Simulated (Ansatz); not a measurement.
# V2O3: the cost of one run

Computed with Ansatz 0.2.0 (DFT PBE, scalar-relativistic, plane waves, PAW, unless a step's input says otherwise).

3 further runs of the same task are left out: 3 set aside as unsound or not needed.

### 1 The structure to begin with

It takes space group R-3c (No. 167, trigonal). Conventional cell: a = 4.853 Å, b = 4.853 Å, c = 14.312 Å, α = 90.00°, β = 90.00°, γ = 120.00°. V (site symmetry 3) is surrounded by 6 O at 1.97 to 2.04 Å. O (site symmetry 2) has 4 V at 1.97 to 2.04 Å in its first shell of neighbours.

Structure file:

```
CELL_PARAMETERS angstrom
4.20228 -2.42622 0.06476
4.20228 2.42622 0.06476
-2.87584 0.00000 4.72703
ATOMIC_POSITIONS crystal
V 0.15968 0.65964 0.97887
V 0.34036 0.84032 0.52113
V 0.84032 0.34036 0.02113
V 0.65964 0.15968 0.47887
O 0.92566 0.74999 0.24997
O 0.25001 0.07434 0.25003
O 0.07434 0.25001 0.75003
O 0.74999 0.92566 0.74997
O 0.42563 0.57437 0.75000
O 0.57437 0.42563 0.25000
```

This cell was relaxed beforehand with the same method: volume 9.73 Å³/atom, gap on the mesh none (metal), site moments up to 0.8 μB.

### 2 Bulk reference on the slab's mesh

Input file input.yaml:

```yaml
crystal:
  lattice:
    - [4.8524409494, 0.0, 0.0]
    - [0.0, 5.533106908, 0.0]
    - [2.4262204747, -2.1288150552, 3.6237440448]
  atoms:
    - { symbol: V, position: [0.8403219601, 0.9788748443, 0.8193172615], spin: 0.93 }
    - { symbol: V, position: [0.6596392217, 0.5211251557, 0.1806827385], spin: 0.93 }
    - { symbol: V, position: [0.1596780399, 0.0211251557, 0.1806827385], spin: 0.93 }
    - { symbol: V, position: [0.3403607783, 0.4788748443, 0.8193172615], spin: 0.93 }
    - { symbol: O, position: [0.0743432567, 0.2499725359, 0.6756422663] }
    - { symbol: O, position: [0.7499855229, 0.2500274641, 0.3243577337] }
    - { symbol: O, position: [0.9256567433, 0.7500274641, 0.3243577337] }
    - { symbol: O, position: [0.2500144771, 0.7499725359, 0.6756422663] }
    - { symbol: O, position: [0.5743663942, 0.75, 0.0] }
    - { symbol: O, position: [0.4256336058, 0.25, 0.0] }
basis:
  ecutwfc: 420
kpoints:
  mp_grid: { grid: [7, 6, 10] }
hamiltonian:
  xc: pbe
scf:
  occupations: { method: gaussian, width: 0.1 }
output:
  forces: true
  stress: true
  eigenvalues: true
  populations: true
magnetization:
  spin_polarized: true
```

Started as:

```bash
> ansatz run input.yaml --threads 4 --pin off --max-ram 10240MiB --backend cpu --events-out ev --progress --plain --runs-dir out
```

**Question.** How long does this run take on 4 threads of Arm Neoverse V2, shared host, and how much memory does it need?

About 53 s, with a peak of 1.6 GiB.
